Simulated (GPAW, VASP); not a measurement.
This is a calculation of CoO for GPAW 26.7.0 (ASE script). 

run.py

```python
from ase.dft.bandgap import bandgap
from ase.io import read, write
from ase.units import GPa
from gpaw import GPAW, PW

atoms = read('POSCAR')
atoms.set_initial_magnetic_moments([0.63, 0.0])

calc = GPAW(mode=PW(800),
            xc='LDA',
            kpts={'size': (9, 9, 9), 'gamma': True},
            occupations={'name': 'methfessel-paxton', 'order': 0, 'width': 0.05},
            setups={'Co': ':d,3.0'},
            nbands=17,
            convergence={'density': 1e-05, 'energy': 1e-05},
            maxiter=150,
            txt='gpaw.txt')
atoms.calc = calc
energy = atoms.get_potential_energy()
forces = atoms.get_forces()
stress = atoms.get_stress()
calc.write('gs.gpw')
write('result.traj', atoms)
print(f'Energy: {energy:.6f} eV')
print('Forces (eV/A):')
print(forces.round(4))
print('Stress (GPa):', (stress / GPa).round(3))
print('Moments:', calc.get_magnetic_moments().round(3))
print('Fermi level:', round(calc.get_fermi_level(), 4), 'eV')
print(f'Gap: {bandgap(calc)[0]:.4f} eV, direct: {bandgap(calc, direct=True)[0]:.4f} eV')
```

POSCAR

```
CoO
1.0
   -1.5080004400      1.5080004400      2.1072503600
    1.5080004400     -1.5080004400      2.1072503600
    1.5080004400      1.5080004400     -2.1072503600
Co O
1 1
Direct
    0.0000000000      0.0000000000      0.0000000000
    0.5000000000      0.5000000000      0.0000000000
```

Potentials or basis: the program's PAW data sets (release 1.2.1) made for this functional, pw.

Launch:

```console
$ OMP_NUM_THREADS=1 python run.py
```

Q: Set up the same calculation for VASP 6.6.1. Potentials or basis there: LDA PAW files Co, O, 520 eV.

A: As run (cutoffs and basis follow the program's own potentials, and thresholds, step limits or extra output files can differ):

INCAR

```
SYSTEM = CoO
PREC = Accurate
ENCUT = 520
EDIFF = 1E-6
ISMEAR = 0
SIGMA = 0.05
LREAL = .False.
LASPH = .True.
NELM = 120
ALGO = Normal
ISIF = 2
LWAVE = .False.
LCHARG = .False.
ISPIN = 2
MAGMOM = 0.63 0
LORBIT = 11
LMAXMIX = 4
LDAU = .True.
LDAUTYPE = 2
LDAUL = 2 -1
LDAUU = 3 0
LDAUJ = 0 0
LDAUPRINT = 1
GGA = CA
```

Contents of KPOINTS:

```
regular mesh
0
Gamma
  9 9 9
  0 0 0
```

File POSCAR:

```
CoO
1.0
   -1.5080004400      1.5080004400      2.1072503600
    1.5080004400     -1.5080004400      2.1072503600
    1.5080004400      1.5080004400     -2.1072503600
Co O
1 1
Direct
    0.0000000000      0.0000000000      0.0000000000
    0.5000000000      0.5000000000      0.0000000000
```

Potentials or basis: VASP PAW LDA potentials, release 64 (Co, O).

The run is started by

```sh
$ cat potpaw_LDA.64/Co/POTCAR potpaw_LDA.64/O/POTCAR > POTCAR
$ mpirun -np 1 vasp_std > vasp.out
```

Both were run:

|  | GPAW | VASP |
| --- | --- | --- |
| Pressure | -27.8 GPa | -16.5 GPa |
| Net moment | 1.00 μB per cell | 3.00 μB per cell |

The two programs' LDA may be different fits to the electron gas.

The magnetic state is the one that the start led to; the real crystal's order can differ.

The two runs disagree by more than potentials and bases usually give (in gap, levels, pressure or energy); the cause wasn't traced.

The cell lies far from this level's equilibrium.

How U acts hangs on each program's projectors.

Pressure is positive in compression.
